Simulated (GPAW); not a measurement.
# ZrB2: band structure with RPBE

Crystal: ZrB2.

```xyz
3
Lattice="3.1700 0.0000 0.0000 -1.5850 2.7453 0.0000 0.0000 0.0000 3.5330" Properties=species:S:1:pos:R:3 pbc="T T T"
Zr    0.0000    0.0000    0.0000
B     1.5850    0.9151    1.7665
B     0.0000    1.8302    1.7665
```

```
Program             : GPAW 26.7.0
Task                : band structure
Functional          : RPBE
Potentials or basis : the program's PAW data sets (release 1.2.1) made for this functional
Cutoff              : 800 eV
Basis               : pw
k mesh              : 10 × 10 × 8
Occupations         : fermi-dirac, width 0.05 eV
Spin                : no spin polarisation
Maxiter             : 150
Band path           : GMKGALHA,LM,KH
Band points         : 60
```

```yaml
Pressure: 3.7 GPa
Band_gap_along_the_path: none (metal or under the smearing width)
```

Stress tensor (GPa, compression positive):
```
3.51 0.00 0.00
0.00 3.51 0.00
0.00 0.00 4.16
```

Levels at the corners of the path, in eV from the Fermi level:
```csv
point,band 7,band 8,band 9,band 10,band 11,band 12
Γ,-2.54,-2.49,-2.28,3.48,3.48,4.27
M,-3.80,-2.98,-2.59,2.32,2.38,4.99
K,-6.82,-2.36,-2.36,1.64,1.64,3.24
Γ,-2.54,-2.49,-2.28,3.48,3.48,4.27
A,-0.87,-0.87,0.42,0.42,0.86,0.86
L,-4.52,-4.04,-1.95,3.83,4.14,5.36
H,-4.86,-2.60,-2.60,4.17,6.09,6.09
A,-0.87,-0.87,0.42,0.42,0.86,0.86
L,-4.52,-4.04,-1.95,3.83,4.14,5.36
M,-3.80,-2.98,-2.59,2.32,2.38,4.99
K,-6.82,-2.36,-2.36,1.64,1.64,3.24
H,-4.86,-2.60,-2.60,4.17,6.09,6.09
```

Wall time 72 s on 1 thread of Arm Neoverse V1 (shared host), peak memory 0.29 GiB.
